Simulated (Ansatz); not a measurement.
Input of an Ansatz 0.2.0 run:

Contents of input.yaml:

```yaml
crystal:
  lattice: { a: 4.07, b: 4.07, c: 4.07, alpha: 90.0, beta: 90.0, gamma: 90.0 }
  space_group: 225
  setting: { hermann_mauguin: Fm-3m }
  reduce_to_primitive: true
  atoms:
    - { symbol: Au, position: [0.0, 0.0, 0.0], spin: 0.5 }
kpoints:
  mp_grid: { grid: [11, 11, 11] }
scf:
  occupations: { method: fermi_dirac, width: 0.1 }
hamiltonian:
  xc: { exchange: pbe, correlation: lda }
  pseudopotentials: { kind: all_electron, datasets: crystal }
magnetization:
  spin_polarized: true
output:
  forces: true
  stress: true
  eigenvalues: true
  dos: { projected: false, de: 0.1, e_range: [-14, 6] }
  elf: true
  volumetric_format: npy
```

Potentials or basis: all-electron PAW datasets made for the crystal.

Launch:

```console
$ ansatz run input.yaml --threads 1 --pin off --max-ram 3072MiB --backend cpu --events-out ev --progress --plain --runs-dir out
```

**Question.** Estimate the pressure.

**Answer.** 28.0 GPa.

**Question.** Estimate the net moment.

**Answer.** 0.00 μB per cell.

States per cell in windows of 0.5 eV (zero at the Fermi level; states under -8 eV left out):
```
from (eV)    up  down
     -8.0  0.06  0.06
     -7.5  0.19  0.19
     -7.0  0.44  0.44
     -6.5  0.43  0.43
     -6.0  0.37  0.37
     -5.5  0.47  0.47
     -5.0  0.74  0.74
     -4.5  0.40  0.40
     -4.0  0.52  0.52
     -3.5  0.47  0.47
     -3.0  0.43  0.43
     -2.5  0.58  0.58
     -2.0  0.12  0.12
     -1.5  0.07  0.07
     -1.0  0.07  0.07
     -0.5  0.07  0.07
      0.0  0.07  0.07
      0.5  0.07  0.07
      1.0  0.07  0.07
      1.5  0.07  0.07
      2.0  0.07  0.07
      2.5  0.07  0.07
      3.0  0.07  0.07
      3.5  0.07  0.07
      4.0  0.05  0.05
      4.5  0.07  0.07
      5.0  0.10  0.10
      5.5  0.11  0.11
```

Caveat: a pressure of tens of GPa on the cell as given is suspect, and the run, the potentials or the cell itself is likely at fault; the program warned that the printed levels may be off, so bands, gaps and densities of states are rough; the starting moments weren't kept. Spin-orbit coupling is left out, which matters for the levels of Au.
